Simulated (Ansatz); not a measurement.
# PbS: band gap under strain

Aim: follow the gap of PbS built on the database structure prototype through these states: -1.0 % strain along x alone; -5.7 % strain along z alone. The table at the end shows which levels were run.

Program: Ansatz 0.2.0. PAW datasets, plane waves. Computed at 0 K without zero-point motion; spin polarisation is off.

**1. The cell**

The unstrained cell was relaxed with r2SCAN+rVV10; in each strained cell the atoms were relaxed again with r2SCAN+rVV10. Names of k-points are those of the unstrained zone, where strain can split equivalent points. First state: -1.0 % strain along x alone.

The symmetry is Imm2 (No. 44, orthorhombic); conventional cell a = 4.160 Å, b = 5.941 Å, c = 4.201 Å, 25.96 Å³ an atom. Around Pb lie 6 S at 2.95–2.97 Å; around S lie 6 Pb at 2.95–2.97 Å.

The structure in full:

```
CELL_PARAMETERS angstrom
2.07993 1.21273 3.43019
-2.07993 1.21273 3.43019
0.00000 -2.42546 3.43019
ATOMIC_POSITIONS crystal
Pb 0.97814 0.97814 0.97814
S 0.47746 0.47746 0.47746
```

From earlier runs on the unstrained cell: PBE 0.38 eV, r2SCAN 0.63 eV, HSE06 0.81 eV; a = 4.201 Å, c = 10.291 Å.

**2. -1.0 % strain along x alone: PBE**

File input.yaml:

```yaml
crystal:
  lattice:
    - [2.0799259499, 1.2127305666, 3.4301898177]
    - [-2.0799259499, 1.2127305666, 3.4301898177]
    - [0.0, -2.4254611333, 3.4301898176]
  atoms:
    - { symbol: Pb, position: [0.9781436759, 0.9781436759, 0.9781436759] }
    - { symbol: S, position: [0.4774576541, 0.4774576541, 0.4774576541] }
kpoints:
  mp_grid: { grid: [8, 8, 8] }
  band_path:
    path:
      - [0.0, 0.0, 0.0]
      - [-0.5, -0.5, -0.5]
      - [-0.5, -0.2499966092, -0.7500033908]
      - [-0.2499966092, 0.2499966092, -0.5]
      - [0.0, 0.0, -0.5]
      - [0.0, 0.3749983046, -0.3749983046]
      - [-0.3749983046, 0.0, -0.6250016954]
      - [-0.5, 0.0, -0.5]
      - [0.0, 0.5, 0.0]
    npoints: 1
hamiltonian:
  xc: pbe
scf:
  occupations: { method: fermi_dirac, width: 0.02 }
  n_extra_bands: 4
output:
  forces: true
  stress: true
  eigenvalues: true
```

Command:

```sh
> ansatz run input.yaml --threads 4 --pin off --max-ram 4608MiB --backend cpu --events-out ev --progress --plain --runs-dir out
```

Further steps of the session: -1.0 % strain along x alone: r2SCAN; -1.0 % strain along x alone: HSE06; -5.7 % strain along z alone: PBE; -5.7 % strain along z alone: r2SCAN; -5.7 % strain along z alone: HSE06.

**Question.** What will these runs give?

**Answer**, as computed:

Least gap in eV (negative: overlap), with the change from the unstrained cell in brackets:

| state | volume change (%) | PBE | r2SCAN | HSE06 |
| --- | --- | --- | --- | --- |
| -1.0 % strain along x alone | -1.0 | 0.29 (-0.09) | 0.54 (-0.09) | 0.71 (-0.10) |
| -5.7 % strain along z alone | -5.7 | -0.24 (-0.62) | -0.04 (-0.67) | 0.11 (-0.70) |

What this shows: The largest move of the HSE06 gap in the table is -0.700 eV, under -5.7 % strain along z alone. PBE and HSE06 differ by 0.43 eV on the unstrained gap, and by at most 0.08 eV on its change: the two disagree on the size of the gap but agree on its response to strain. Under -5.7 % strain along z alone PBE gives no gap, or under 0.02 eV, while HSE06 has one. Spin-orbit coupling is left out of the table, though the cell holds Pb (Z = 82); in an element this heavy it can shift bands and gaps by tenths of an eV.
